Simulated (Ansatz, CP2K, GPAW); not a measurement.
# Rb: 3 runs at one level of theory

```
CELL_PARAMETERS angstrom
4.85407 0.00000 0.00000
-1.61802 4.57646 0.00000
-1.61802 -2.28823 3.96333
ATOMIC_POSITIONS crystal
Rb 0.00000 0.00000 0.00000
```

Alike in all runs: task single point; functional PBE; k mesh 7 × 7 × 7; occupations gaussian, width 0.02 eV; no spin polarisation; no spin-orbit coupling. Pressure is positive in compression and, in plane waves, holds the error of the finite cutoff.

```
                                      program and potentials  plane-wave cutoff (eV)         notes  pressure (GPa)
                  GPAW, GPAW PAW data sets (gpaw-data 1.2.1)                     600             -            0.08
CP2K, POTENTIAL_UZH Rb GTH-PBE-q9; TZVP-MOLOPT-PBE-GTH basis                       -  atomic basis            0.12
              Ansatz, all-electron LAPW, scalar-relativistic                       -             -            0.09
```

The pressure spans 0.08 (GPAW, GPAW PAW data sets (gpaw-data 1.2.1)) to 0.12 GPa (CP2K, POTENTIAL_UZH Rb GTH-PBE-q9; TZVP-MOLOPT-PBE-GTH basis), with all-electron results at 0.09. Rows in atomic bases carry the error of their basis and grid, which can be large.

Differences between rows come from potentials, basis sets and numerical settings, since the functional is the same but for its coding. Runs on potential files found faulty are left out.
